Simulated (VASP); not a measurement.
Sn, 2 atoms in the cell. The structure is cubic, space group Fd-3m (No. 227). Conventional cell: a = 6.570 Å, b = 6.570 Å, c = 6.570 Å, α = 90.00°, β = 90.00°, γ = 90.00°. Sn (site symmetry -43m) is surrounded by 4 Sn at 2.84 Å. This isn't the form of Sn at room conditions, which is tetragonal (white tin).

```yaml
Program: VASP 6.6.1
Task: relaxation of cell and atoms
Functional: PBE
Dispersion: D3(BJ)
Potentials_or_basis: VASP PAW PBE potentials, release 64 (Sn_d)
Cutoff: 600 eV
k_mesh: 10 × 10 × 10
Occupations: gaussian, width 0.03 eV
Spin: no spin polarisation
Further_INCAR_settings: ALGO = Normal; EDIFF = 1e-07; IBRION = 2; EDIFFG = -0.005; NSW = 90; ISIF = 3
```

Potentials or basis: VASP PAW PBE potentials, release 64 (Sn_d).

Run with:

```console
$ cat potpaw_PBE.64/Sn_d/POTCAR > POTCAR
$ mpirun -np 1 vasp_std > vasp.out
```

Hardware: 1 thread of Intel(R) Xeon(R) Platinum 8488C (Sapphire Rapids) (shared host).

Q: Estimate the wall time of this run.

A: Run time: 42 s on 1 thread of Intel(R) Xeon(R) Platinum 8488C (Sapphire Rapids), on a shared host, peak memory 0.27 GiB. Counts: scf iterations 12, k points 47, ion steps 1.
